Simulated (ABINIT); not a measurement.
## B: single point with LDA-PZ

Crystal: B.

```xyz
1
Lattice="2.3174 0.0000 0.0000 0.0000 2.3174 0.0000 0.0000 0.0000 1.5713" Properties=species:S:1:pos:R:3 pbc="T T T"
B     1.1587    1.1587    0.7857
```

The cell was built by a generator and needn't be a form met in nature.

The cell isn't the ideal one: cell relaxed.

* Program: ABINIT 10.8.3 (patched build)
* Task: single point
* Functional: LDA-PZ
* Potentials or basis: PseudoDojo NC SR LDA v0.4.1 standard
* Cutoff: 1034 eV
* k mesh: 8 × 8 × 12
* Occupations: fermi-dirac, width 0.05 eV
* Spin: no spin polarisation

The pressure is -0.1 GPa and the band gap on the k mesh is none (metal or under the smearing width). The valence electrons inside the program's atomic spheres are B 2.63 (radii [1.0584] Å).

Levels at points of the mesh, in eV from the Fermi level:
```
           k point  band 1  band 2  band 3  band 4
(0.00, 0.00, 0.00)  -14.05    4.59    4.59   14.78
(0.50, 0.00, 0.00)   -9.05   -7.61    6.48   20.28
(0.50, 0.50, 0.00)   -4.26   -4.26   -3.93    5.13
(0.00, 0.00, 0.50)   -6.01    1.63   13.79   13.79
(0.50, 0.00, 0.50)   -3.90    4.27    7.49   11.03
(0.50, 0.50, 0.50)   -2.16    6.78    6.78   14.46
```

Run time: 6 s on 1 thread of Arm Neoverse V1, with other jobs on the host, peak memory 0.07 GiB.
